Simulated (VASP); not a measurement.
# Pt (Fd-3m) in VASP: notebook, part 2 of 2

VASP 6.6.1. The steps go on from the part before.

**4. Single point, BLYP**

Contents of INCAR:

```
SYSTEM = Pt
PREC = Accurate
ENCUT = 520
EDIFF = 1E-7
ISMEAR = -1
SIGMA = 0.1
LREAL = .False.
LASPH = .True.
NELM = 100
ALGO = Normal
ISIF = 2
LWAVE = .False.
LCHARG = .True.
GGA = B5
ALDAX = 1.0
AGGAX = 1.0
AGGAC = 1.0
ALDAC = 0.0
LELF = .True.
LVHAR = .True.
NBANDS = 17
```

Contents of KPOINTS:

```
Automatic mesh
0
Gamma
  10 10 10
  0 0 0
```

Contents of POSCAR:

```
Pt
1.0
    0.0000000000      2.9460087140      2.9460087140
    2.9460087140      0.0000000000      2.9460087140
    2.9460087140      2.9460087140      0.0000000000
Pt
2
Direct
    0.1250000000      0.1250000000      0.1250000000
    0.8750000000      0.8750000000      0.8750000000
```

Potentials or basis: VASP PAW PBE potentials, release 64 (Pt).

The run is started by

```bash
> cat potpaw_PBE.64/Pt/POTCAR > POTCAR
> mpirun -np 1 vasp_std > vasp.out
```

OUTCAR:

```text
SYSTEM = Pt
   PREC = Accurate
   ENCUT = 520
   EDIFF = 1E-7
   ISMEAR = -1
   LREAL = .False.
   LASPH = .True.
   NELM = 100
   ISIF = 2
   GGA = B5

 ion  position               nearest neighbor table
   1  0.125  0.125  0.125-   2 2.55   2 2.55   2 2.55   2 2.55
   2  0.875  0.875  0.875-   1 2.55   1 2.55   1 2.55   1 2.55

  LATTYP: Found a face centered cubic cell.
 ALAT       =     5.8920174280

  Lattice vectors:

 A1 = (   0.0000000000,   2.9460087140,   2.9460087140)
 A2 = (   2.9460087140,   0.0000000000,   2.9460087140)
 A3 = (   2.9460087140,   2.9460087140,   0.0000000000)

Analysis of symmetry for initial positions (statically):
=====================================================================
 Subroutine PRICEL returns:
 Original cell was already a primitive cell.

 Routine SETGRP: Setting up the symmetry group for a
 face centered cubic supercell.

 Subroutine GETGRP returns: Found 48 space group operations
 (whereof 12 operations were pure point group operations)
 out of a pool of 48 trial point group operations.

The static configuration has the point symmetry D_3d.
 The point group associated with its full space group is O_h .

Analysis of symmetry for dynamics (positions and initial velocities):
=====================================================================
 Subroutine PRICEL returns:
 Original cell was already a primitive cell.

 Routine SETGRP: Setting up the symmetry group for a
 face centered cubic supercell.

 Subroutine GETGRP returns: Found 48 space group operations
 (whereof 12 operations were pure point group operations)
 out of a pool of 48 trial point group operations.

The dynamic configuration has the point symmetry D_3d.
 The point group associated with its full space group is O_h .

 Subroutine INISYM returns: Found 48 space group operations
 (whereof 12 operations are pure point group operations),
[... 111 lines left out ...]
   ISMEAR =    -1;   SIGMA  =   0.10  broadening in eV -4-tet -1-fermi 0-gaus
   EFERMI_NEDOS =   21; number of points for ismear=-14 and -15
   IALGO  =     38    algorithm
   IMIX   =      4    mixing-type and parameters
     AMIX     =   0.40;   BMIX     =  1.00
     AMIX_MAG =   1.60;   BMIX_MAG =  1.00
  volume/ion in A,a.u.               =      25.57       172.54
  Fermi-wavevector in a.u.,A,eV,Ry     =   1.197220  2.262419 19.501732  1.433337
  Thomas-Fermi vector in A             =   2.333141
   LORBIT       =      0    0 simple, 1 ext, 2 COOP (PROOUT), +10 PAW based schemes
   GGA     = B5    functional components
   LHFCALC =     F    Hartree Fock is set to
   AEXX    =    0.0000 exact exchange contribution
   IVDW    =     0    specifies the selected vdW correction
   LEPSILON=     F    determine dielectric tensor
   LRPA    =     F    only Hartree local field effects (RPA)
 non-spin polarized calculation
  energy-cutoff  :      520.00
  volume of cell :       51.14
 maximum number of plane-waves:      1411
   NGX = 15   NGY = 15   NGZ = 15

 number of electron      19.9999999 magnetization

 Free energy of the ion-electron system (eV)
  ---------------------------------------------------
  ext. energy  EPLUGINS =         0.00000000
  ---------------------------------------------------
  free energy    TOTEN  =        -8.80126092 eV

  energy without entropy =       -8.63399903  energy(sigma->0) =       -8.71762997

 E-fermi :   4.8159     XC(G=0):  -9.5280

 val. band max:        4.8016113221   @ k =  -0.1000   0.1000   0.0000
 cond. band min:       4.8347892135   @ k =   0.5000   0.2000   0.1000
 fundamental gap:      0.0331778914
 Fermi energy:         4.8158630462

 k-point     1 :       0.0000    0.0000    0.0000
  band No.  band energies     occupation
      1      -1.6669      2.00000
      2       0.7702      2.00000
      3       0.7702      2.00000
      4       0.8926      2.00000
      5       0.8926      2.00000
      6       0.8926      2.00000
[... 457 lines left out ...]
      4       0.7870      2.00000
      5       1.5494      2.00000
      6       1.7014      2.00000
[... 9 lines left out ...]
     16      14.9366      0.00000
     17      20.6411      0.00000

 [... further k-points ...]

------------------------ aborting loop because EDIFF is reached ----------------------------------------

  FORCE on cell =-STRESS in cart. coord.  units (eV):
  Direction    XX          YY          ZZ          XY          YZ          ZX
  --------------------------------------------------------------------------------------
  -------------------------------------------------------------------------------------
  Total        0.1289801      0.1289801      0.1289801     -0.0000000      0.0000000     -0.0000000
  in kB        4.0411135      4.0411135      4.0411135     -0.0000000      0.0000000     -0.0000000
  external PRESSURE =       4.0411135 kB  Pullay stress =       0.0000000 kB

 VOLUME and BASIS-vectors are now :
 -----------------------------------------------------------------------------
  energy-cutoff  :      520.00
  volume of cell :       51.14
      direct lattice vectors                 reciprocal lattice vectors
     0.000000000  2.946008714  2.946008714    -0.169721154  0.169721154  0.169721154
     2.946008714  0.000000000  2.946008714     0.169721154 -0.169721154  0.169721154
     2.946008714  2.946008714  0.000000000     0.169721154  0.169721154 -0.169721154

 POSITION                                       TOTAL-FORCE (eV/Angst)
 -----------------------------------------------------------------------------------
      0.73650      0.73650      0.73650         0.000000      0.000000      0.000000
      5.15552      5.15552      5.15552        -0.000000     -0.000000     -0.000000
 -----------------------------------------------------------------------------------
    total drift:                                0.000000      0.000000     -0.000000

  FREE ENERGIE OF THE ION-ELECTRON SYSTEM (eV)
  ---------------------------------------------------
  free  energy   TOTEN  =        -8.8012609190 eV

  energy  without entropy=       -8.6339990306  energy(sigma->0) =       -8.71762997
```

stdout:

```text
POSCAR found type information on POSCAR Pt
 POSCAR found :  1 types and       2 ions
 scaLAPACK will be used
 -----------------------------------------------------------------------------
|                                                                             |
|                                                                             |
|     You enforced a specific xc type in the INCAR file but a different       |
|     I HOPE YOU KNOW WHAT YOU ARE DOING!                                     |
|                                                                             |
 -----------------------------------------------------------------------------

 LDA part: xc-table for (Slater(with rela. corr.)+VWN5), standard interpolation
 POSCAR, INCAR and KPOINTS ok, starting setup
 FFT: planning ... GRIDC
 FFT: planning ... GRID_SOFT
 FFT: planning ... GRID
 WAVECAR not read
 entering main loop
```

It took 24 s on 1 thread of Intel Xeon 6975P-C (Granite Rapids), shared host; peak memory 0.19 GiB.

What came out:

```yaml
Free_energy: -8.8013 eV
Pressure: 0.4 GPa
Band_gap_on_the_k_mesh: none (metal or under the smearing width)
```

Caveat: the PAW data sets were made with another functional, which shifts forces and pressure a little. The run has no spin-orbit coupling, so splittings on Pt are missing.

**5. Overview**

```tsv
cell	k mesh	gap on the mesh (eV)	pressure (GPa)
Fd-3m, 25.57 Å³/atom	15 × 15 × 15	none	0.5
Fd-3m, 23.52 Å³/atom	10 × 10 × 10	none	10.4
Fd-3m, 25.57 Å³/atom	10 × 10 × 10	none	0.4
```

Alike in all rows: task single point; level BLYP; potentials or basis VASP PAW PBE potentials, release 64 (Pt); no spin polarisation; cutoff (eV) 520; smearing fermi-dirac 0.1 eV.

Every run on the cell as given and a fine mesh finds a metal.

Caveats: the PAW data sets were made with another functional, which shifts forces and pressure a little.

Absolute energies hang on the potentials; compare differences alone.
